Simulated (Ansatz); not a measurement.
## AlRu in Ansatz: the effect of functional

Crystal: AlRu.

```
Ru Al
1.0
     2.95117    0.00000    0.00000
     0.00000    2.95117    0.00000
     0.00000    0.00000    2.95117
Ru Al
1 1
Cartesian
  1.4756 1.4756 1.4756
  0.0000 0.0000 0.0000
```

The cell isn't the ideal one: volume scaled by 0.96.

Alike in all runs:

| Item | Value |
| --- | --- |
| Program | Ansatz 0.2.0 |
| Task | single point |
| Potentials or basis | Ansatz PAW |
| k mesh | 9 × 9 × 9 |
| Occupations | fermi-dirac, width 0.05 eV |
| Spin | no spin polarisation |

| functional | cutoff | pressure (GPa) |
| --- | --- | --- |
| LDA | 420 eV (not typed: the program's choice for these potentials) | 0.6 |
| r2SCAN | 500 eV (not typed: the program's choice for these potentials) | ? |
| PBE | 420 eV (not typed: the program's choice for these potentials) | 12.1 |

Q: What does the run with functional r2SCAN give?

A: Pressure 7.4 GPa.

Caveats: the PAW data sets come from PBE, with cores solved anew for the run's functional, which leaves a small shift of forces and pressure (some runs).
